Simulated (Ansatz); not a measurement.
# Bi2Se3 (Paraguanajuatite) (R-3m) in Ansatz: further runs, part 2 of 2

Ansatz 0.2.0. Earlier steps stand in the parts before.

## 4. Single point, PBE

File input.yaml:

```yaml
crystal:
  lattice:
    - [2.0715, 1.1959810826, 9.5453333333]
    - [-2.0715, 1.1959810826, 9.5453333333]
    - [0.0, -2.3919621653, 9.5453333333]
  atoms:
    - { symbol: Bi, position: [0.5992, 0.5992, 0.5992] }
    - { symbol: Bi, position: [0.4008, 0.4008, 0.4008] }
    - { symbol: Se, position: [0.7883, 0.7883, 0.7883] }
    - { symbol: Se, position: [0.2117, 0.2117, 0.2117] }
    - { symbol: Se, position: [0.0, 0.0, 0.0] }
hamiltonian:
  xc: pbe
  pseudopotentials: { kind: paw }
kpoints:
  mp_grid: { grid: [8, 8, 8] }
scf:
  occupations: { method: gaussian, width: 0.015 }
output:
  forces: true
  stress: true
  eigenvalues: true
```

Potentials or basis: Ansatz PAW.

Command:

```console
$ ansatz run input.yaml --threads 2 --pin off --max-ram 5632MiB --backend cpu --events-out ev --progress --plain --runs-dir out
```

What it wrote:

```text
Warning: RAYON_NUM_THREADS=2 ignored (pool sized by the plan → 2); use --threads N
basis.fft_grid_basis auto: the FFT boxes are laid along the combinations [[1, 0, -1], [0, 1, -1], [0, 0, 1]] of the cell's own vectors, 4.143, 4.143 and 9.840 Å long. The dense box has 30×30×72 points. Along the cell's own vectors, as sized, it would have 72×72×72, 5.76 times as many. Of the 12 symmetry operations that the crystal satisfies within crystal.symmetry.tolerance (time reversal apart; of a slab, those that keep its plane) the dense box along the cell's own vectors carries 12, and the one as laid loses 8 of those. basis.fft_grid_basis: typed keeps the cell's own vectors: state it where this run's energies or levels are differenced outside the engine with another run's, or held beside a run that keeps those vectors.
Engine: ansatz 0.2.0, x86_64-unknown-linux-gnu
Pseudopotentials: kind: paw
Pseudopotential: Bi, paw, valence charge 15, recommended cutoff 420 eV (normal), Bi.paw.azcp
[... 58 lines left out ...]
  max |Σ_I F_I| component: 4.63e-18 eV/Å
--- Stress (GPa, compression-positive) ---
        2.540115       0.000000       0.000000
        0.000000       2.540115      -0.000000
        0.000000      -0.000000       2.566079
  P = ⅓ Tr σ = 2.5488 GPa (25.488 kbar)
--- Band table (eV; the first three rows and the last of 65) ---
  k-point 0: bands = ["-38.3055", "-38.3055", "-38.3053", "-38.3053", "-38.2993", "-38.2993", "-38.2988", "-38.2988", "-38.2960", "-38.2959", "-38.1754", "-38.1671", "-38.1671", "-38.1364", "-38.1364", "-14.0536", "-14.0536", "-14.0518", "-14.0518", "-14.0430", "-14.0404", "-14.0321", "-14.0321", "-14.0294", "-14.0294", "-5.3613", "-4.6307", "-3.7664", "-0.4401", "0.3263", "6.8917", "6.9637", "7.2006", "7.2006", "7.2084", "7.2084", "7.8630", "7.8630", "9.0817", "9.2968", "10.4748", "10.4748", "11.2055", "11.7977", "11.7978", "14.9161"]
  k-point 1: bands = ["-38.3055", "-38.3055", "-38.3053", "-38.3053", "-38.2993", "-38.2993", "-38.2988", "-38.2987", "-38.2960", "-38.2959", "-38.1754", "-38.1671", "-38.1671", "-38.1364", "-38.1364", "-14.0558", "-14.0536", "-14.0500", "-14.0481", "-14.0408", "-14.0383", "-14.0342", "-14.0326", "-14.0313", "-14.0293", "-5.2193", "-4.5101", "-3.6833", "-0.5317", "0.1633", "6.0427", "6.1325", "6.7061", "6.7936", "7.3007", "7.7165", "7.7295", "8.0964", "8.3632", "10.2095", "10.8645", "10.9427", "11.2125", "11.7895", "12.0478", "14.5524"]
  k-point 2: bands = ["-38.3055", "-38.3055", "-38.3053", "-38.3052", "-38.2994", "-38.2993", "-38.2988", "-38.2987", "-38.2960", "-38.2959", "-38.1753", "-38.1671", "-38.1671", "-38.1364", "-38.1364", "-14.0624", "-14.0591", "-14.0426", "-14.0409", "-14.0406", "-14.0367", "-14.0334", "-14.0318", "-14.0303", "-14.0285", "-4.8073", "-4.1803", "-3.4725", "-0.8728", "-0.2884", "4.9430", "5.4567", "5.9214", "6.2138", "6.7081", "7.2370", "7.8246", "7.9259", "8.5508", "10.2848", "11.0308", "11.2644", "11.8440", "12.2459", "13.1525", "13.6686"]
  k-point 64: bands = ["-38.3055", "-38.3055", "-38.3053", "-38.3053", "-38.2993", "-38.2993", "-38.2988", "-38.2988", "-38.2960", "-38.2959", "-38.1754", "-38.1671", "-38.1671", "-38.1364", "-38.1364", "-14.0536", "-14.0536", "-14.0518", "-14.0518", "-14.0428", "-14.0406", "-14.0321", "-14.0321", "-14.0293", "-14.0293", "-5.2014", "-4.9665", "-3.4744", "-0.8803", "0.7022", "6.3884", "7.0864", "7.0864", "7.4487", "7.4487", "7.5414", "7.6929", "7.6929", "8.6262", "9.7134", "10.7823", "10.7823", "11.1373", "11.4584", "11.4584", "14.8695"]
```

Wall time 18 s (2 threads of Intel Xeon at 2.50GHz (Skylake/Cascade Lake), shared host); peak memory 0.64 GiB.

Results:

```
Free energy            : -41202.2133 eV
Pressure               : 2.5 GPa
Largest force          : 0.159 eV/Å
Band gap on the k mesh : 0.22 eV, direct
```

Forces in eV/Å, atoms in the order of the input:
```
Bi   0.000  0.000  0.158
Bi   0.000  0.000 -0.158
Se   0.000  0.000  0.159
Se   0.000  0.000 -0.159
Se   0.000  0.000  0.000
```

Levels at points of the mesh, in eV from the valence-band top:
```tsv
k point	band 36	band 37	band 38	band 39	band 40	band 41	band 42	band 43
(0.00, 0.00, 0.00)	-1.87	-1.22	-1.22	0.00	0.22	1.39	1.39	2.12
(0.00, 0.00, -0.50)	-3.00	-2.15	-1.25	-0.56	0.84	1.92	2.96	3.15
(0.00, -0.50, -0.50)	-1.90	-1.88	-1.65	-1.01	1.34	1.95	2.59	2.99
(-0.50, -0.50, -0.50)	-1.54	-1.39	-1.39	-0.46	0.63	1.70	1.70	2.06
```

Caveat: spin-orbit coupling is left out, which as a rule narrows the gap of such compounds by several tenths of an eV. A k mesh can miss the band edges.

## 5. Single point, PBE

Edit input.yaml of step 4 so:

```diff
@@ -17,3 +17,3 @@
 scf:
-  occupations: { method: gaussian, width: 0.015 }
+  occupations: { method: gaussian, width: 0.05 }
 output:
@@ -22 +22,5 @@
   eigenvalues: true
+  write_density: true
+  write_potential: true
+  elf: true
+  volumetric_format: npy
```

Command:

```console
$ ansatz run input.yaml --threads 2 --pin off --max-ram 5632MiB --backend cpu --events-out ev --progress --plain --runs-dir out
```

Wall time 26 s (2 threads of Intel Xeon at 2.50GHz (Skylake/Cascade Lake), shared host); peak memory 0.66 GiB.

It converged, with:

| Quantity | Value |
| --- | --- |
| Free energy | -41202.2133 eV |
| Pressure | 2.5 GPa |
| Largest force | 0.159 eV/Å |
| Band gap on the k mesh | 0.22 eV, direct |

Forces on the atoms (eV/Å):
```
Bi   0.000  0.000  0.158
Bi   0.000  0.000 -0.158
Se   0.000  0.000  0.159
Se   0.000  0.000 -0.159
Se   0.000  0.000  0.000
```

Levels at points of the mesh, in eV from the valence-band top:
```csv
k point,band 37,band 38,band 39,band 40,band 41,band 42
"(0.00, 0.00, 0.00)",-1.22,-1.22,0.00,0.22,1.39,1.39
"(0.00, 0.00, -0.50)",-2.15,-1.25,-0.56,0.84,1.92,2.96
"(0.00, -0.50, -0.50)",-1.88,-1.65,-1.01,1.34,1.95,2.59
"(-0.50, -0.50, -0.50)",-1.39,-1.39,-0.46,0.63,1.70,1.70
```

Caveat: spin-orbit coupling is left out, which as a rule narrows the gap of such compounds by several tenths of an eV.

## 6. Summary

```tsv
task	level	cell	smearing	gap on the mesh (eV)	pressure (GPa)	relaxed volume (Å³/atom)	largest force (eV/Å)
relaxation of cell and atoms	BLYP+D3(BJ)	relaxed	fermi-dirac 0.05 eV	-	0.0	28.23	0.01
relaxation of cell and atoms	BLYP+D4	relaxed	fermi-dirac 0.05 eV	0.18	0.0	28.70	0.01
single point	PBE	as given	gaussian 0.015 eV	0.22	2.5	-	0.16
single point	PBE	as given	gaussian 0.05 eV	0.22	2.5	-	0.16
```

Alike in all rows: potentials or basis Ansatz PAW; no spin polarisation; k mesh 8 × 8 × 8; cutoff (eV) 420.

Caveats: spin-orbit coupling is left out, which as a rule narrows the gap of such compounds by several tenths of an eV (some runs); the plane-wave basis is chosen anew once the cell has moved, so the energies of steps on either side of that aren't comparable (some runs); the PAW data sets come from PBE, with cores solved anew for the run's functional, which leaves a small shift of forces and pressure (some runs); spin-orbit coupling is left out, which moves the levels of the heavy elements (some runs).

Absolute energies hang on the potentials; compare differences alone.
